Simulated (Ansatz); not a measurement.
**Ti in Ansatz: the effect of functional**

The system is Ti.

```
CELL_PARAMETERS angstrom
0.00000 2.05671 2.05671
2.05671 0.00000 2.05671
2.05671 2.05671 0.00000
ATOMIC_POSITIONS crystal
Ti 0.00000 0.00000 0.00000
```

This isn't the form of Ti at room conditions, which is hcp.

The cell isn't the ideal one: volume scaled by 1.04.

Alike in all runs:

* Program: Ansatz 0.2.0
* Task: single point
* Potentials or basis: Ansatz PAW
* k mesh: 11 × 11 × 11
* Occupations: fermi-dirac, width 0.05 eV
* Spin: no spin polarisation

```tsv
functional	cutoff	pressure (GPa)
LDA	420 eV (not typed: the program's choice for these potentials)	-8.9
PBEsol	420 eV (not typed: the program's choice for these potentials)	?
r2SCAN	500 eV (not typed: the program's choice for these potentials)	-0.3
```

Question: What does the run with functional PBEsol give?

Answer: Pressure -4.6 GPa.

Caveats: the PAW data sets come from PBE, with cores solved anew for the run's functional, which leaves a small shift of forces and pressure.
